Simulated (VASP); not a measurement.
Set up this calculation in VASP 6.6.1, as the native input.

```yaml
Task: relaxation of cell and atoms
Functional: PBE
Potentials_or_basis: VASP PAW PBE potentials, release 64 (Si, Mo)
Cutoff: 300 eV
k_mesh: 4 × 4 × 4
Occupations: methfessel-paxton, width 0.1 eV
Spin: no spin polarisation
Further_INCAR_settings: ALGO = Normal; EDIFF = 1e-07; IBRION = 2; EDIFFG = -0.005; NSW = 90; ISIF = 3
```

The structure of SiMo3 lies in POSCAR:

```
SiMo3                                   
1.0
    4.8940982852     -0.0000000000     -0.0000000000
    0.0000000000      4.8940982852      0.0000000000
    0.0000000000      0.0000000000      4.8940982852
  Si              Mo            
     2     6
Direct
     0.0000000000000000    0.0000000000000000    0.0000000000000000
     0.5000000000000000    0.5000000000000000    0.5000000000000000
     0.2500000000000000    0.0000000000000000    0.5000000000000000
     0.5000000000000000    0.7500000000000000    0.0000000000000000
     0.7500000000000000    0.0000000000000000    0.5000000000000000
     0.5000000000000000    0.2500000000000000    0.0000000000000000
     0.0000000000000000    0.5000000000000000    0.7500000000000000
     0.0000000000000000    0.5000000000000000    0.2500000000000000
```

One way to write it, as run:

INCAR

```
SYSTEM = SiMo3
PREC = Accurate
ENCUT = 300
EDIFF = 1E-7
ISMEAR = 1
SIGMA = 0.1
LREAL = .False.
LASPH = .True.
NELM = 80
ALGO = Normal
ISIF = 3
LWAVE = .False.
LCHARG = .False.
GGA = PE
IBRION = 2
NSW = 90
EDIFFG = -0.005
KPAR = 2
```

KPOINTS

```
regular mesh
0
Gamma
  4 4 4
  0 0 0
```

Potentials or basis: VASP PAW PBE potentials, release 64 (Si, Mo).

Run with:

```bash
$ cat potpaw_PBE.64/Si/POTCAR potpaw_PBE.64/Mo/POTCAR > POTCAR
$ mpirun -np 2 vasp_std > vasp.out
```

It gave:

```yaml
Pressure_after_relaxing: 0.0 GPa
Band_gap_on_the_k_mesh: none (metal or under the smearing width)
```

Caveat: the cutoff is under 1.25 times the usual one of these potentials, so pressure, stress and relaxed cells hold a basis-set (Pulay) error; the relaxation stopped at its first step, so nothing moved.

It took 13 s on 2 MPI ranks on AMD EPYC 7R13 Processor (Zen 3) (shared host), peak memory 0.13 GiB a rank.
